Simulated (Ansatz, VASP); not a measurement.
## Sc: VASP beside Ansatz

The input INCAR:

```
PREC     = Accurate       # precision mode
ENCUT    = 520            # plane-wave cutoff, eV
EDIFF    = 1E-6           # SCF threshold, eV
ISMEAR   = -1             # smearing method
SIGMA    = 0.03           # smearing width, eV
LREAL    = F              # projectors in reciprocal space
LASPH    = T              # aspherical terms in the spheres
NELM     = 100            # most SCF steps
ALGO     = Normal         # electronic algorithm
ISIF     = 2              # what is computed and relaxed
LWAVE    = F              # write WAVECAR
LCHARG   = F              # write CHGCAR
GGA      = PE             # functional
IVDW     = 13             # dispersion correction
NBANDS   = 12             # bands
```

File KPOINTS:

```
regular mesh
0
Gamma
  12 12 12
```

File POSCAR:

```
Sc
1.0
    0.0000000000      2.2877227499      2.2364425000
    2.2877227499      0.0000000000      2.2364425000
    2.2877227499      2.2877227499      0.0000000000
Sc
1
Direct
    0.0000000000      0.0000000000      0.0000000000
```

Input for Ansatz:

```yaml
crystal:
  lattice:
    - [0.0, 2.2877227499, 2.2364425]
    - [2.2877227499, 0.0, 2.2364425]
    - [2.2877227499, 2.2877227499, 0.0]
  atoms:
    - { symbol: Sc, position: [0.0, 0.0, 0.0] }
kpoints:
  mp_grid: { grid: [12, 12, 12] }
scf:
  occupations: { method: fermi_dirac, width: 0.03 }
hamiltonian:
  xc: pbe
  pseudopotentials: { kind: all_electron, lapw: { basis_error: 0.00025 } }
  dispersion: d4
output:
  forces: true
  stress: true
  eigenvalues: true
```

This isn't the form of Sc at room conditions, which is hcp.

Alike in both runs: task single point; functional PBE; dispersion D4; k mesh 12 × 12 × 12; occupations fermi-dirac, width 0.03 eV; no spin polarisation.

|  | VASP | Ansatz |
| --- | --- | --- |
| version | VASP 6.6.1 | Ansatz 0.2.0 |
| potentials or method | VASP PAW PBE potentials, release 64 (Sc_sv) | all-electron LAPW, scalar-relativistic |
| plane-wave cutoff (eV) | 520 | see its input |

Ansatz gave:

| Property | Result |
| --- | --- |
| gap on the k mesh at the Fermi level (eV) | none |
| pressure (GPa) | 1.1 |
| largest component of the traceless stress (GPa) | 0.46 |
| dispersion energy (meV/atom) | -280.3 |

**Question.** What did VASP give for the same quantities?

**Answer.** gap on the k mesh at the Fermi level (eV): none; pressure (GPa): 1.1; largest component of the traceless stress (GPa): 0.46; dispersion energy (meV/atom): -280.1.

A gap of «none» marks a metal or a gap that the smearing closes. Ansatz ran all-electron here, so the differences hold the error of VASP's frozen core and of both bases.

Caveats: pairwise dispersion overbinds metals, which lowers pressure and volume.
